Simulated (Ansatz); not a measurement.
## Zone-centre phonons of ZrN: input and output

All numbers below come from DFT LDA, scalar-relativistic, plane waves, PAW in Ansatz.

Launched with:
```bash
ansatz run input.yaml --threads 1 --pin off --max-ram 3072MiB --backend cpu --events-out ev --progress --plain --runs-dir out
```

Input (bare energies are in eV):
```yaml
crystal:
  lattice:
    - [0.0, 2.2626914552, 2.2626914552]
    - [2.2626914552, 0.0, 2.2626914552]
    - [2.2626914552, 2.2626914552, 0.0]
  atoms:
    - { symbol: Zr, position: [0.0, 0.0, 0.0] }
    - { symbol: "N", position: [0.5, 0.5, 0.5] }
basis:
  ecutwfc: 420
kpoints:
  mp_grid: { grid: [16, 16, 16] }
hamiltonian:
  xc: lda
scf:
  occupations: { method: fermi_dirac, width: 0.15 }
output:
  eigenvalues: true
phonons:
  method: dfpt
  eigenvectors: true
```

The end of the output:
```
--- Phonons (Γ-DFPT): 2 representative perturbations + reference, on 349 of 4096 k-points (Σ response iterations 6) ---
  k mesh reduced under 8 symmetry operations, with k and −k counted as one. Each operation leaves every solved perturbation unchanged. A smaller set is not used because it would not reduce the number of displacements ...
  ASR residual: 6.522e-4 → 0.000e0 eV/Å²; symmetrization residual: 7.699e-7 eV/Å²
  ASR residual per site (eV/Å²): 6.52e-4 1.06e-4
  Γ frequencies (cm⁻¹): 0.00 0.00 0.00 511.44 511.44 511.44
  non-analytic LO–TO correction: not included (Born effective charges unavailable; polar crystals: no LO–TO splitting at Γ)
```

Time: 30 s on 1 thread of Intel(R) Xeon(R) Platinum 8259CL CPU @ 2.50GHz (Skylake/Cascade Lake), on a shared host, peak memory 0.69 GiB.

In a metal, frequencies and elastic constants depend on the k mesh and the smearing, soft modes and shear constants most.